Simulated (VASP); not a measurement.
InSb3, 4 atoms in the cell. It takes space group Pm-3m (No. 221, cubic). The conventional cell has a = 4.806 Å, b = 4.806 Å, c = 4.806 Å, α = 90.00°, β = 90.00°, γ = 90.00°. Around In (site symmetry m-3m) lie 12 Sb at 3.40 Å. Around Sb (site symmetry 4/mmm) lie 4 In at 3.40 Å and 8 Sb at 3.40 Å. The cell comes from a database or a generator and needn't be the stable form of this composition.

```yaml
Program: VASP 6.6.1
Task: single point
Functional: PBE
Potentials_or_basis: VASP PAW PBE potentials, release 64 (In_d, Sb)
Cutoff: 520 eV
k_mesh: 6 × 6 × 6
Occupations: gaussian, width 0.1 eV
Spin: no spin polarisation
Dipole_correction: no
Further_INCAR_settings: ALGO = Normal; EDIFF = 1e-06; NBANDS = 22
```

Potentials or basis: VASP PAW PBE potentials, release 64 (In_d, Sb).

Launch:

```console
$ cat potpaw_PBE.64/In_d/POTCAR potpaw_PBE.64/Sb/POTCAR > POTCAR
$ mpirun -np 1 vasp_std > vasp.out
```

Hardware: 1 thread of Intel(R) Xeon(R) Platinum 8488C (Sapphire Rapids), with other jobs on the host.

Q: Estimate the wall time of this run.

A: It took 33 s on 1 thread of Intel(R) Xeon(R) Platinum 8488C (Sapphire Rapids), on a shared host, peak memory 0.22 GiB. Counts: scf iterations 11, k points 20.
